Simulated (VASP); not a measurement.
Wanted: the native input for a VASP 6.6.1 run.

| Quantity | Value |
| --- | --- |
| Task | dielectric tensor |
| Functional | PBE |
| Potentials or basis | VASP PAW PBE potentials, release 64 (K_sv, Cl) |
| Cutoff | 520 eV |
| k mesh | 12 × 12 × 12 |
| Occupations | gaussian, width 0.03 eV |
| Spin | no spin polarisation |
| Monkhorst-Pack mesh | yes |
| Further INCAR settings | ALGO = Normal; EDIFF = 1e-08 |

The structure of KCl (Sylvite) lies in POSCAR:

```
KCl                                     
1.0
    0.0000000000      3.1269960207      3.1269960207
    3.1269960207      0.0000000000      3.1269960207
    3.1269960207      3.1269960207      0.0000000000
  K               Cl            
     1     1
Direct
     0.0000000000000000    0.0000000000000000    0.0000000000000000
     0.5000000000000000    0.5000000000000000    0.5000000000000000
```

One way to write it, as run:

INCAR

```
SYSTEM = KCl
PREC     = Accurate       ! precision mode
ENCUT    = 520            ! plane-wave cutoff, eV
EDIFF    = 1E-8           ! SCF threshold, eV
ISMEAR   = 0              ! smearing method
SIGMA    = 0.03           ! smearing width, eV
LREAL    = .FALSE.        ! projectors in reciprocal space
LASPH    = .TRUE.         ! aspherical terms in the spheres
NELM     = 80             ! most SCF steps
ALGO     = Normal         ! electronic algorithm
ISIF     = 2              ! what is computed and relaxed
LWAVE    = .FALSE.        ! write WAVECAR
LCHARG   = .FALSE.        ! write CHGCAR
GGA      = PE             ! functional
LEPSILON = .TRUE.         ! dielectric tensor by DFPT
```

KPOINTS

```
Automatic mesh
0
Monkhorst
  12 12 12
  0 0 0
```

Potentials or basis: VASP PAW PBE potentials, release 64 (K_sv, Cl).

Run with:

```console
$ cat potpaw_PBE.64/K_sv/POTCAR potpaw_PBE.64/Cl/POTCAR > POTCAR
$ mpirun -np 1 vasp_std > vasp.out
```

Results of the run:

```yaml
Electronic_dielectric_tensor_diagonal: 2.34
Born_charges_mean_of_the_diagonal: K +1.12; Cl -1.12 e
```

It took 29 min on 1 thread of Intel(R) Xeon(R) Platinum 8488C (Sapphire Rapids), with other jobs on the host, peak memory 0.88 GiB.
